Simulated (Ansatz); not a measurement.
# AlNi: a sweep of the PAW cutoff

One table from this session's results is given with a row withheld; the runs are named, their logs left out.

Computed with Ansatz 0.2.0 (DFT, PBE, PAW with Ansatz's default frozen-core files, scalar-relativistic, unless a step's input says otherwise).

**Starting point**

It takes space group Pm-3m (No. 221, cubic). Conventional cell: a = 2.881 Å, b = 2.881 Å, c = 2.881 Å, α = 90.00°, β = 90.00°, γ = 90.00°. Around Al (site symmetry m-3m) lie 8 Ni at 2.50 Å. Ni (site symmetry m-3m) has 8 Al at 2.50 Å as nearest neighbours.

As a file:

```cif
data_structure
_symmetry_space_group_name_H-M 'Pm-3m'
_symmetry_Int_Tables_number 221
_cell_length_a 2.8810
_cell_length_b 2.8810
_cell_length_c 2.8810
_cell_angle_alpha 90.000
_cell_angle_beta 90.000
_cell_angle_gamma 90.000
_cell_volume 23.91
loop_
_atom_site_label
_atom_site_type_symbol
_atom_site_symmetry_multiplicity
_atom_site_Wyckoff_symbol
_atom_site_fract_x
_atom_site_fract_y
_atom_site_fract_z
_atom_site_occupancy
Al1 Al 1 a 0.00000 0.00000 0.00000 1
Ni1 Ni 1 b 0.50000 0.50000 0.50000 1
```

The file gives the conventional cell by its symmetry; the runs use the cell typed in the input.

The geometry is a database entry used as it stands. It may stem from high pressure or temperature, or be incomplete, so it serves as a test cell.

Atoms are numbered in the order of the input: Al1, Ni2.

Set-up of the first run:

Contents of input.yaml:

```yaml
crystal:
  lattice:
    - [2.881, 0.0, 0.0]
    - [0.0, 2.881, 0.0]
    - [0.0, 0.0, 2.881]
  atoms:
    - { symbol: Al, position: [0.0, 0.0, 0.0] }
    - { symbol: Ni, position: [0.5, 0.5, 0.5], spin: 1.5 }
magnetization:
  spin_polarized: true
kpoints:
  mp_grid: { grid: [14, 14, 14] }
scf:
  occupations: { method: fermi_dirac, width: 0.03 }
hamiltonian:
  xc: pbe
  pseudopotentials: { kind: paw }
output:
  forces: true
  stress: true
  eigenvalues: true
  efg: { contact_densities: true }
basis:
  ecutwfc: 150
```

On the command line:

```console
> ansatz run input.yaml --threads 1 --pin off --max-ram 3072MiB --backend cpu --events-out ev --progress --plain --runs-dir out
```

Among the steps run: With PAW files, cutoff 150 eV; With PAW files, cutoff 200 eV; With PAW files, cutoff 300 eV; With PAW files, cutoff 500 eV; With PAW files, cutoff 600 eV.

One of the session's tables, all rows but one given; the rest of the session is left out.

It belongs to the step «The sweep in one table». 

```
cutoff (eV)  pressure (GPa)
        150           25.81
        200            8.44
        300            3.51
        500               ?
        600            2.07
```

**Question.** Estimate the row for cutoff (eV) = 500.

Worked estimate for «pressure (GPa)». A straight line through the neighbours (300, 3.51) and (600, 2.07) gives 3.51 + (2.07 − 3.51) × (500 − 300) / (600 − 300) = 2.55; a parabola fitted to 3 rows on both sides gives 0.33.

**Answer.** pressure (GPa): 2.08. In «pressure (GPa)» the line misses by +0.47 and the parabola by -1.75. Between these rows the values bend or scatter more than so simple an estimate can follow.

Energies are those extrapolated to zero smearing.

Caveats from the session: Warnings in the runs' records: seeded moment not kept, cutoff below recommended.
